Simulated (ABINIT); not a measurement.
# BN (Qingsongite): G0W0 in ABINIT against the plane-wave cutoff, part 2 of 2

How does the gap of BN (Qingsongite) converge in the plane-wave cutoff?

ABINIT 10.8.3; PBE and many-body steps on it, plane waves. Known limits of the many-body steps: not at the basis limit.

So far. Step 5 (Empty states on the mesh, 8×8×8 mesh, 66 bands): On this mesh the gap is 4.534 eV. Step 6 (Screening, 8×8×8 mesh, 58 bands, screening to 261.2 eV): Local fields lower ε∞ by 8 %.

### 8. Screening, 8×8×8 mesh, 58 bands, screening to 261.2 eV

This step: RPA screening on PBE, plane waves, norm-conserving pseudopotentials.

run.abi reads:

```
acell 3*1.0 Angstrom
rprim 
  -0.000000000000 1.807500000000 1.807500000000
  1.807500000000 0.000000000000 1.807500000000
  1.807500000000 1.807500000000 -0.000000000000
ntypat 2
znucl 5 7
natom 2
typat 1 2
xred 
  0.000000000000 0.000000000000 0.000000000000
  0.250000000000 0.250000000000 0.250000000000
pp_dirpath "pseudos"
pseudos "B.upf, N.upf"
ecut 29
ngkpt 8 8 8
nshiftk 1
shiftk 0 0 0
kptopt 1
chksymbreak 0
istwfk *1
occopt 1
irdwfk 1
optdriver 3
nband 58
ecuteps 9.6
inclvkb 2
awtr 1
symchi 1
indata_prefix "in"
outdata_prefix "out"
tmpdata_prefix "tmp"
```

The run is started by

```
$ OMP_NUM_THREADS=1 mpirun -n 8 abinit run.abi > log
```

What it wrote:

```text
.Version 10.8.3 of ABINIT. v10.8.2 released Aug 2026.

 Symmetries : space group F-4 3 m (#216); Bravais cF (face-center cubic)
[... echo of the input left out ...]
== DATASET  1 ==================================================================
-   mpi_nproc: 8, omp_nthreads: 1 (-1 if OMP is not activated)

--- !DatasetInfo
iteration_state: {dtset: 1, }
dimensions: {natom: 2, nkpt: 29, mband: 58, nsppol: 1, nspinor: 1, nspden: 1, mpw: 609, }
cutoff_energies: {ecut:  29.0, pawecutdg:  -1.0, }
electrons: {nelect:   8.00000000E+00, charge:   0.00000000E+00, occopt:   1.00000000E+00, tsmear:   1.00000000E-02, }

 SCREENING: Calculation of the susceptibility and dielectric matrices

 Based on a program developped by R.W. Godby, V. Olevano, G. Onida, and L. Reining.
 Incorporated in ABINIT by V. Olevano, G.-M. Rignanese, and M. Torrent.
.Using double precision arithmetic ; gwpc =  8

[... cell and pseudopotentials left out ...]
--------------------------------------------------------------------------------

 ==== K-mesh for the wavefunctions ====
 Number of points in the irreducible wedge :    29
[... list of points left out ...]
 Together with 24 symmetry operations and time-reversal symmetry
 yields   512 points in the full Brillouin Zone.

 ==== Q-mesh for the screening function ====
 Number of points in the irreducible wedge :    29
[... list of points left out ...]
 Together with 24 symmetry operations and time-reversal symmetry
 yields   512 points in the full Brillouin Zone.

 setmesh: FFT mesh size selected  =    18x   18x   18
          total number of points  =         5832

 vcoul_init : cutoff-mode = AUXILIARY_FUNCTION
 q-points for optical limit:   1
     1)      0.000010    0.000020    0.000030

- screening: taking advantage of time-reversal symmetry
- Maximum band index for partially occupied states nbvw = 4
- Remaining bands to be divided among processors   nbcw = 54
- Number of bands treated by each node ~6

 Number of electrons calculated from density =    8.0000; Expected =    8.0000
 average of density, n =  0.100376
 r_s =    1.3348
 omega_plasma =   30.5612 [eV]

 calculating chi0 at frequencies [eV] :
  1    0.000000E+00    0.000000E+00
  2    0.000000E+00    3.056116E+01

--------------------------------------------------------------------------------
  q-point number  1        q = ( 0.000000, 0.000000, 0.000000) [r.l.u.]
--------------------------------------------------------------------------------
[... chi0 elements left out ...]
 For q-point:  0.000010 0.000020 0.000030
  dielectric constant =   4.3126
  dielectric constant without local fields =   4.6650

  Average fulfillment of the sum rule on Im[epsilon] for q-point    1 :     84.09  [%]
[... wings left out ...]
  q-point number  2        q = ( 0.125000, 0.000000, 0.000000) [r.l.u.]
--------------------------------------------------------------------------------
[... chi0 elements left out ...]
  Average fulfillment of the sum rule on Im[epsilon] for q-point    2 :     96.54  [%]

 [... 27 further q-points ...]
```

Wall time 30 s (8 MPI ranks of AMD EPYC 7R43, shared host); peak memory 0.91 GiB; 3.9 min of CPU time.

This step gave:

| Quantity | Value |
| --- | --- |
| ε∞ with local fields, on this mesh, along the program's q direction | 4.313 |
| the same without local fields | 4.665 |
| plasma frequency | 30.56 eV |
| plane waves in the screening matrix | 113 |

### 9. 29 Ha

The self-energy is evaluated for the states that the input lists, and the levels follow from it, in one-shot runs by the linearised quasiparticle equation.

This step: G0W0 on PBE, plane waves, norm-conserving pseudopotentials.

Edit run.abi of step 8 so:

```diff
@@ -23,8 +23,17 @@
 irdwfk 1
-optdriver 3
+optdriver 4
 nband 58
+gwcalctyp 0
+ecutsigx 29
+symsigma 1
+nkptgw 2
+kptgw 
+  0.0000000000 0.0000000000 0.0000000000
+  0.5000000000 0.5000000000 0.0000000000
+bdgw 
+  2 7
+  3 6
 ecuteps 9.6
-inclvkb 2
-awtr 1
-symchi 1
+irdscr 1
+ppmodel 1
 indata_prefix "in"
```

What it wrote:

```text
.Version 10.8.3 of ABINIT. v10.8.2 released Aug 2026.

 Symmetries : space group F-4 3 m (#216); Bravais cF (face-center cubic)
[... echo of the input left out ...]
== DATASET  1 ==================================================================
-   mpi_nproc: 8, omp_nthreads: 1 (-1 if OMP is not activated)

--- !DatasetInfo
iteration_state: {dtset: 1, }
dimensions: {natom: 2, nkpt: 29, mband: 58, nsppol: 1, nspinor: 1, nspden: 1, mpw: 609, }
cutoff_energies: {ecut:  29.0, pawecutdg:  -1.0, }
electrons: {nelect:   8.00000000E+00, charge:   0.00000000E+00, occopt:   1.00000000E+00, tsmear:   1.00000000E-02, }

 SIGMA: Calculation of the GW corrections

 Based on a program developped by R.W. Godby, V. Olevano, G. Onida, and L. Reining.
 Incorporated in ABINIT by V. Olevano, G.-M. Rignanese, and M. Torrent.
.Using double precision arithmetic ; gwpc =  8

[... cell and pseudopotentials left out ...]
--------------------------------------------------------------------------------

 ==== K-mesh for the wavefunctions ====
 Number of points in the irreducible wedge :    29
[... list of points left out ...]
 Together with 24 symmetry operations and time-reversal symmetry
 yields   512 points in the full Brillouin Zone.

 ==== Q-mesh for screening function ====
 Number of points in the irreducible wedge :    29
[... list of points left out ...]
 Together with 24 symmetry operations and time-reversal symmetry
 yields   512 points in the full Brillouin Zone.

 vcoul_init : cutoff-mode = AUXILIARY_FUNCTION
 q-points for optical limit:   1
     1)      0.000010    0.000020    0.000030
 setmesh: FFT mesh size selected  =    24x   24x   24
          total number of points  =        13824

 Number of electrons calculated from density =    8.0000; Expected =    8.0000
[...]
number of omega for Sigma on real axis              0
 max omega for Sigma on real axis  [eV]           0.00
 zcut for avoiding poles [eV]                     0.10

 EPSILON^-1 parameters (SCR file):
 dimension of the eps^-1 matrix on file            113
 dimension of the eps^-1 matrix used               113
 number of plane-waves for wavefunctions           609
 number of bands                                    58
 number of q-points in IBZ                          29
 number of frequencies                               2
 number of real frequencies                          1
 number of imag frequencies                          1

 matrix elements of self-energy operator (all in [eV])

 Perturbative Calculation

--- !SelfEnergy_ee
iteration_state: {dtset: 1, }
kpoint     : [   0.000,    0.000,    0.000, ]
spin       : 1
KS_gap     :    8.889
QP_gap     :   10.924
Delta_QP_KS:    2.035
data: !SigmaeeData |
     Band     E0 <VxcDFT>   SigX SigC(E0)      Z dSigC/dE  Sig(E)    E-E0       E
        2   8.221 -18.518 -22.073   2.582   0.828  -0.208 -19.323  -0.805   7.416
        3   8.221 -18.518 -22.073   2.582   0.828  -0.208 -19.323  -0.805   7.416
        4   8.221 -18.518 -22.073   2.582   0.828  -0.208 -19.323  -0.805   7.416
[...]
--- !SelfEnergy_ee
iteration_state: {dtset: 1, }
kpoint     : [   0.500,    0.500,    0.000, ]
spin       : 1
KS_gap     :    9.440
QP_gap     :   11.389
Delta_QP_KS:    1.949
data: !SigmaeeData |
     Band     E0 <VxcDFT>   SigX SigC(E0)      Z dSigC/dE  Sig(E)    E-E0       E
[...]
5  12.759 -12.566  -7.393  -4.424   0.854  -0.170 -11.926   0.640  13.400
        6  17.564 -12.694  -6.779  -5.011   0.851  -0.175 -11.925   0.769  18.333

== END DATASET(S) ==============================================================
================================================================================

 -outvars: echo values of variables after computation  --------
           etotal      0.0000000000E+00
            nband          58
             nkpt          29
          spgroup         216
 [... the other variables as echoed above ...]

 Calculation completed.
```

Wall time 5.5 s (8 MPI ranks); peak memory 0.95 GiB.

Numbers from this step:

| Item | Value |
| --- | --- |
| G0W0 gap on the points computed | 5.984 eV |
| starting gap on the mesh | 4.539 eV |
| k of the valence top | 0, 0, 0 |
| k of the conduction bottom | 0.5, 0.5, 0 |
| Z at the valence top | 0.828 |
| Z at the conduction bottom | 0.854 |
| least direct G0W0 gap on the computed points | 10.92 eV |

The gap on the mesh goes from 4.54 eV to 5.98 eV, a correction of +1.45 eV.

### 10. Screening, 8×8×8 mesh, 58 bands, screening to 261.2 eV

This step: RPA screening on PBE, plane waves, norm-conserving pseudopotentials.

Edit run.abi of step 9 so:

```diff
@@ -14,3 +14,3 @@
 pseudos "B.upf, N.upf"
-ecut 29
+ecut 36
 ngkpt 8 8 8
@@ -23,17 +23,8 @@
 irdwfk 1
-optdriver 4
+optdriver 3
 nband 58
-gwcalctyp 0
-ecutsigx 29
-symsigma 1
-nkptgw 2
-kptgw 
-  0.0000000000 0.0000000000 0.0000000000
-  0.5000000000 0.5000000000 0.0000000000
-bdgw 
-  2 7
-  3 6
 ecuteps 9.6
-irdscr 1
-ppmodel 1
+inclvkb 2
+awtr 1
+symchi 1
 indata_prefix "in"
```

What it wrote:

```text
.Version 10.8.3 of ABINIT. v10.8.2 released Aug 2026.

 Symmetries : space group F-4 3 m (#216); Bravais cF (face-center cubic)
[... echo of the input left out ...]
== DATASET  1 ==================================================================
-   mpi_nproc: 8, omp_nthreads: 1 (-1 if OMP is not activated)

--- !DatasetInfo
iteration_state: {dtset: 1, }
dimensions: {natom: 2, nkpt: 29, mband: 58, nsppol: 1, nspinor: 1, nspden: 1, mpw: 869, }
cutoff_energies: {ecut:  36.0, pawecutdg:  -1.0, }
[...]
--------------------------------------------------------------------------------
[... chi0 elements left out ...]
 For q-point:  0.000010 0.000020 0.000030
  dielectric constant =   4.3085
  dielectric constant without local fields =   4.6604

  Average fulfillment of the sum rule on Im[epsilon] for q-point    1 :     84.08  [%]
[... wings left out ...]
  q-point number  2        q = ( 0.125000, 0.000000, 0.000000) [r.l.u.]
--------------------------------------------------------------------------------
[... chi0 elements left out ...]
  Average fulfillment of the sum rule on Im[epsilon] for q-point    2 :     96.53  [%]

 [... 27 further q-points ...]
```

It took 26 s on 8 MPI ranks; peak memory 1 GiB.

Numbers from this step:

- ε∞ with local fields, on this mesh, along the program's q direction: 4.309
- the same without local fields: 4.660
- plasma frequency: 30.56 eV
- plane waves in the screening matrix: 113

### 11. 36 Ha

This step: G0W0 on PBE, plane waves, norm-conserving pseudopotentials.

Edit run.abi of step 10 so:

```diff
@@ -23,8 +23,17 @@
 irdwfk 1
-optdriver 3
+optdriver 4
 nband 58
+gwcalctyp 0
+ecutsigx 36
+symsigma 1
+nkptgw 2
+kptgw 
+  0.0000000000 0.0000000000 0.0000000000
+  0.5000000000 0.5000000000 0.0000000000
+bdgw 
+  2 7
+  3 6
 ecuteps 9.6
-inclvkb 2
-awtr 1
-symchi 1
+irdscr 1
+ppmodel 1
 indata_prefix "in"
```

What it wrote:

```text
.Version 10.8.3 of ABINIT. v10.8.2 released Aug 2026.

 Symmetries : space group F-4 3 m (#216); Bravais cF (face-center cubic)
[... echo of the input left out ...]
== DATASET  1 ==================================================================
-   mpi_nproc: 8, omp_nthreads: 1 (-1 if OMP is not activated)

--- !DatasetInfo
iteration_state: {dtset: 1, }
dimensions: {natom: 2, nkpt: 29, mband: 58, nsppol: 1, nspinor: 1, nspden: 1, mpw: 869, }
cutoff_energies: {ecut:  36.0, pawecutdg:  -1.0, }
[...]
Band     E0 <VxcDFT>   SigX SigC(E0)      Z dSigC/dE  Sig(E)    E-E0       E
[...]
5  12.755 -12.570  -7.394  -4.424   0.854  -0.171 -11.928   0.642  13.397
        6  17.562 -12.696  -6.779  -5.013   0.851  -0.175 -11.926   0.770  18.332

== END DATASET(S) ==============================================================
================================================================================

 -outvars: echo values of variables after computation  --------
           etotal      0.0000000000E+00
            nband          58
             nkpt          29
          spgroup         216
 [... the other variables as echoed above ...]

 Calculation completed.
```

It took 6.3 s on 8 MPI ranks; peak memory 1.1 GiB; 47 s of CPU time.

Numbers from this step:

```yaml
g0w0_gap_on_the_points_computed: 5.988 eV
starting_gap_on_the_mesh: 4.535 eV
k_of_the_valence_top: 0, 0, 0
k_of_the_conduction_bottom: 0.5, 0.5, 0
least_direct_g0w0_gap_on_the_computed_points: 10.92 eV
```

Against the run before, the gap moves by +0.004 eV.

### 12. Screening, 8×8×8 mesh, 58 bands, screening to 261.2 eV

This step: RPA screening on PBE, plane waves, norm-conserving pseudopotentials.

Edit run.abi of step 11 so:

```diff
@@ -14,3 +14,3 @@
 pseudos "B.upf, N.upf"
-ecut 36
+ecut 45
 ngkpt 8 8 8
@@ -23,17 +23,8 @@
 irdwfk 1
-optdriver 4
+optdriver 3
 nband 58
-gwcalctyp 0
-ecutsigx 36
-symsigma 1
-nkptgw 2
-kptgw 
-  0.0000000000 0.0000000000 0.0000000000
-  0.5000000000 0.5000000000 0.0000000000
-bdgw 
-  2 7
-  3 6
 ecuteps 9.6
-irdscr 1
-ppmodel 1
+inclvkb 2
+awtr 1
+symchi 1
 indata_prefix "in"
```

What it wrote:

```text
.Version 10.8.3 of ABINIT. v10.8.2 released Aug 2026.

 Symmetries : space group F-4 3 m (#216); Bravais cF (face-center cubic)
[... echo of the input left out ...]
== DATASET  1 ==================================================================
-   mpi_nproc: 8, omp_nthreads: 1 (-1 if OMP is not activated)

--- !DatasetInfo
iteration_state: {dtset: 1, }
dimensions: {natom: 2, nkpt: 29, mband: 58, nsppol: 1, nspinor: 1, nspden: 1, mpw: 1174, }
cutoff_energies: {ecut:  45.0, pawecutdg:  -1.0, }
[...]
--------------------------------------------------------------------------------
[... chi0 elements left out ...]
 For q-point:  0.000010 0.000020 0.000030
  dielectric constant =   4.3087
  dielectric constant without local fields =   4.6606

  Average fulfillment of the sum rule on Im[epsilon] for q-point    1 :     84.08  [%]
[... wings left out ...]
  q-point number  2        q = ( 0.125000, 0.000000, 0.000000) [r.l.u.]
--------------------------------------------------------------------------------
[... chi0 elements left out ...]
  Average fulfillment of the sum rule on Im[epsilon] for q-point    2 :     96.53  [%]

 [... 27 further q-points ...]
```

It took 48 s on 8 MPI ranks; peak memory 1.4 GiB; 6.3 min of CPU time.

Numbers from this step:

| Quantity | Value |
| --- | --- |
| ε∞ with local fields, on this mesh, along the program's q direction | 4.309 |
| the same without local fields | 4.661 |
| plasma frequency | 30.56 eV |
| plane waves in the screening matrix | 113 |

### 13. 45 Ha

This step: G0W0 on PBE, plane waves, norm-conserving pseudopotentials.

Edit run.abi of step 12 so:

```diff
@@ -23,8 +23,17 @@
 irdwfk 1
-optdriver 3
+optdriver 4
 nband 58
+gwcalctyp 0
+ecutsigx 45
+symsigma 1
+nkptgw 2
+kptgw 
+  0.0000000000 0.0000000000 0.0000000000
+  0.5000000000 0.5000000000 0.0000000000
+bdgw 
+  2 7
+  3 6
 ecuteps 9.6
-inclvkb 2
-awtr 1
-symchi 1
+irdscr 1
+ppmodel 1
 indata_prefix "in"
```

What it wrote:

```text
.Version 10.8.3 of ABINIT. v10.8.2 released Aug 2026.

 Symmetries : space group F-4 3 m (#216); Bravais cF (face-center cubic)
[... echo of the input left out ...]
== DATASET  1 ==================================================================
-   mpi_nproc: 8, omp_nthreads: 1 (-1 if OMP is not activated)

--- !DatasetInfo
iteration_state: {dtset: 1, }
dimensions: {natom: 2, nkpt: 29, mband: 58, nsppol: 1, nspinor: 1, nspden: 1, mpw: 1174, }
cutoff_energies: {ecut:  45.0, pawecutdg:  -1.0, }
[...]
Band     E0 <VxcDFT>   SigX SigC(E0)      Z dSigC/dE  Sig(E)    E-E0       E
[...]
5  12.755 -12.570  -7.394  -4.424   0.854  -0.171 -11.928   0.642  13.397
        6  17.562 -12.696  -6.779  -5.013   0.851  -0.175 -11.927   0.769  18.331

== END DATASET(S) ==============================================================
================================================================================

 -outvars: echo values of variables after computation  --------
           etotal      0.0000000000E+00
            nband          58
             nkpt          29
          spgroup         216
 [... the other variables as echoed above ...]

 Calculation completed.
```

The job ended after 5.7 s (8 MPI ranks; peak memory 1.1 GiB; 43 s of CPU time).

Numbers from this step:

- G0W0 gap on the points computed: 5.988 eV
- starting gap on the mesh: 4.534 eV
- k of the valence top: 0, 0, 0
- k of the conduction bottom: 0.5, 0.5, 0
- least direct G0W0 gap on the computed points: 10.92 eV

Against the run before, the gap moves by +0.000 eV.

### 14. Side by side

Times are wall times on 8 MPI ranks of AMD EPYC 7R43, shared host, good to a factor of about two. A run's time includes the screening step that it read.

| run | mesh | bands | screening cutoff (eV) | DFT gap (eV) | gap on the mesh (eV) | direct (eV) | ε∞ used | time |
| --- | --- | --- | --- | --- | --- | --- | --- | --- |
| 22 Ha | 8×8×8 | 58 | 261.2 | 4.542 | 5.965 | 10.973 | 4.33 | 35 s |
| 29 Ha | 8×8×8 | 58 | 261.2 | 4.539 | 5.984 | 10.924 | 4.31 | 35 s |
| 36 Ha | 8×8×8 | 58 | 261.2 | 4.535 | 5.988 | 10.919 | 4.31 | 32 s |
| 45 Ha | 8×8×8 | 58 | 261.2 | 4.534 | 5.988 | 10.918 | 4.31 | 53 s |

### 15. Results

```json
{"22 Ha": "5.965 eV", "29 Ha": "5.984 eV", "36 Ha": "5.988 eV", "45 Ha": "5.988 eV", "known limits": "not at the basis limit"}
```

The setting moved: plane-wave cutoff. From 22 Ha to 45 Ha the gap moves by +0.02 eV. It holds to 0.03 eV from 22 Ha on. Bands and screening cutoff are coupled, so a series along one setting does not show full convergence. Bands and cutoff are finite, so the gap is not at the basis limit. The miss can reach some tenths of an eV and take either sign; the mesh is an error of its own. In the G0W0 runs levels were corrected at 2 k points alone, so a gap called «on the mesh» is the least over those, and an edge elsewhere would be missed.

[Paths, hosts, dates, memory and timing lines, banners, echoed tables and standing remarks are left out of the program output.]

[Logs are printed without paths, hosts, clocks, repeated set-up lines and the standing remarks that a program may print on its own settings, such as how far it seeks lower states.]

[Runs of the session that timed out or met a known fault of the program may be left out.]

[Hosts, paths, dates, database ids (printed as entryN), source tags and the programs' standing remarks are cut or masked in the printed files.]

[G0W0 gaps are taken among the corrected bands and points alone; a level outside them can change the order at an edge.]

[Where Ansatz stands beside ABINIT at settings called matched, ABINIT's density can come from a denser mesh and the files from another edition; pairs whose starting gaps differed by over 0.03 eV were left out, so agreement reads better than it is.]
